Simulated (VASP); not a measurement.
**SnTe in VASP 6.6.1, single-point calculation**

INCAR

```
SIGMA = 0.02
NBANDS = 17
LREAL = .FALSE.
EDIFF = 1E-6
GGA = PS
IBRION = -1
PREC = Medium
NSW = 0
ENCUT = 520
LCHARG = .FALSE.
ISMEAR = -1
LWAVE = .FALSE.
ISIF = 2
NELM = 120
LASPH = .TRUE.
```

KPOINTS

```
KPOINTS created by Atomic Simulation Environment
0
Gamma
8 8 8
0 0 0
```

POSCAR

```
Sn Te
 1.0000000000000000
     0.0000000000000000    3.1893303423607891    3.1893303423607891
     3.1893303423607891    0.0000000000000000    3.1893303423607891
     3.1893303423607891    3.1893303423607891   -0.0000000000000000
 Sn  Te
   1   1
Cartesian
 -0.0000000000000000  0.0000000000000000 -0.0000000000000000
  3.1893303423607891  3.1893303423607891  3.1893303423607891
```

The recommended PBE PAW datasets give the neutral cell 20 valence electrons.

Command

```
mpirun -np 1 vasp_std
```

Question: Predict the outcome of this run.

Answer: It converged. Results: gap between bands v and c on the k mesh 0.04 eV; least direct gap on the k mesh 0.04 eV; pressure -1.9 GPa. Band v is the last that the valence electrons fill when counted band by band, and c is the next.

OSZICAR

```
N       E                     dE             d eps       ncg     rms          rms(c)
DAV:   1     0.124120294681E+03    0.12412E+03   -0.93809E+03   988   0.134E+03
DAV:   2     0.372883468804E+01   -0.12039E+03   -0.11768E+03  1026   0.329E+02
DAV:   3    -0.802555394811E+01   -0.11754E+02   -0.11667E+02  1221   0.903E+01
DAV:   4    -0.837606422644E+01   -0.35051E+00   -0.35021E+00  1179   0.162E+01
DAV:   5    -0.838965618574E+01   -0.13592E-01   -0.13591E-01  1441   0.315E+00    0.433E+00
DAV:   6    -0.832474793912E+01    0.64908E-01   -0.14549E-01  1323   0.281E+00    0.277E+00
DAV:   7    -0.832269143542E+01    0.20565E-02   -0.50096E-02  1255   0.124E+00    0.808E-01
DAV:   8    -0.832228574725E+01    0.40569E-03   -0.67282E-03  1254   0.673E-01    0.156E-01
DAV:   9    -0.832233517440E+01   -0.49427E-04   -0.62162E-04  1312   0.206E-01    0.312E-02
DAV:  10    -0.832232221016E+01    0.12964E-04   -0.64133E-05  1316   0.667E-02    0.244E-02
DAV:  11    -0.832232212593E+01    0.84236E-07   -0.32897E-05  1354   0.461E-02    0.284E-02
DAV:  12    -0.832232207001E+01    0.55917E-07   -0.25149E-06  1003   0.109E-02
   1 F= -.83223221E+01 E0= -.83221363E+01  d E =-.371445E-03
```

Standard output (part)

```
POSCAR found type information on POSCAR SnTe
 POSCAR found :  2 types and       2 ions
 LDA part: xc-table for (Slater+PW92), standard interpolation
 POSCAR, INCAR and KPOINTS ok, starting setup
 WAVECAR not read
 entering main loop
```

For comparison, a separate PBEsol run of the intended cell, on usual settings and not on those above, gives a gap of 0.04 eV on its mesh and a pressure of -1.8 GPa.
